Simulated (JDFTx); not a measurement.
**ZrO2 under changes of volume**

One of the cells (10.990 Å³/atom); the others are scaled copies at fixed shape and fractional positions:

```
Zr O
1.0
     0.00000    2.54507    2.54507
     2.54507    0.00000    2.54507
     2.54507    2.54507    0.00000
Zr O
1 2
Cartesian
  0.0000 0.0000 0.0000
  3.8176 3.8176 3.8176
  1.2725 1.2725 1.2725
```

Measurements of this composition are mostly on another form, of space group No. 14.

```yaml
Program: JDFTx 1.7.0 (patched build)
Functional: PBEsol
Potentials_or_basis: PseudoDojo-SR-PBEsol-0.4.1-standard with smoothed tails
Cutoff: 1143 eV
Density_cutoff: 9143 eV
k_mesh: 9 × 9 × 9
Occupations: fermi-dirac, width 0.05 eV
Spin: no spin polarisation
```

```csv
volume (Å³/atom),energy over the lowest point (meV/atom),pressure (GPa),gap on the mesh (eV)
10.331,?,?,?
10.551,5.00,6.4,3.45
10.770,0.00,0.9,3.40
10.990,2.25,-4.1,3.34
11.210,11.01,-8.6,3.29
11.430,25.63,-12.7,3.24
11.650,45.52,-16.3,3.18
```

What does the run at 10.331 Å³/atom give?

Energy over the lowest point 18.06 meV/atom; pressure 12.6 GPa; gap on the mesh 3.51 eV.

Worked out: A Birch-Murnaghan fit of order 3 (a polynomial in V^(-2/3)) to the other rows has its minimum at 10.81 Å³/atom with B0 = V·E''(V) = 255 GPa and B' = 4.3. It gives 18.10 meV/atom at 10.331 Å³/atom, against the run's 18.06, and -dE/dV = 12.7 GPa, against 12.6. A straight line through the other rows of the gap, of slope -2.71 eV per unit of ln V, extrapolates to 3.51 eV, against the run's 3.51.

Energies are extrapolated to zero smearing.

Caveats: an odd mesh through Γ misses points on the zone boundary, where band edges often lie. Spin-orbit coupling on Zr is left out.
